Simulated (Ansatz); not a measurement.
## Is this GaP₂ stable against decomposition?

These are results of DFT PBE, scalar-relativistic, plane waves, PAW in Ansatz, not measurements. Settings: cutoff 420 eV, Γ-centred meshes spaced at most about 0.3 Å⁻¹, and about 0.25 Å⁻¹ or finer for metals (2π included), Gaussian smearing. No spin polarisation.

The zero of energy is the elements' standard structures at the same level; no fitted shifts are applied. The references include black phosphorus.

These are static total energies at zero pressure. The reference form of P is held partly by dispersion forces, which this level lacks.

The competitors are the elements and 1 reference phase of this chemical system (from databases or known types: GaP), relaxed at the same level; other known phases may be missing.

The candidate was reached from: a relaxed cell, shaken at random and relaxed again.

```yaml
crystal:
  lattice:
    - [3.25135, 0.00000, 0.00000]
    - [0.00000, 5.15771, 0.00000]
    - [0.00000, 0.00000, 7.05125]
  atoms:
    - { symbol: Ga, position: [0.50000, 0.28199, 0.53569] }
    - { symbol: Ga, position: [0.50000, 0.71801, 0.03569] }
    - { symbol: P, position: [0.00000, 0.66863, 0.52211] }
    - { symbol: P, position: [0.00000, 0.33137, 0.02211] }
    - { symbol: P, position: [0.50000, 0.86104, 0.69298] }
    - { symbol: P, position: [0.50000, 0.13896, 0.19298] }
```

Task: Into what would it decompose?

Result: Its formation energy is 0.074 eV/atom. The lowest competing mixture at this composition is this:

```csv
phase,space group,source,share of atoms,ΔE_f (eV/atom)
P,-,element,0.3333,-0.0005
GaP,F-43m (No. 216),Materials Project,0.6667,-0.432
```

The lowest database cell of P (-0.0005) lies slightly below the reference, hence the non-zero entry.

The mixture lies at -0.288 eV/atom, and the candidate lies 0.36 eV/atom above it. The candidate matches no cell in the subsets of the Crystallography Open Database and the Materials Project at hand. The margin is far too high for a likely synthesis. It holds P–P chains (shortest 2.25 Å).
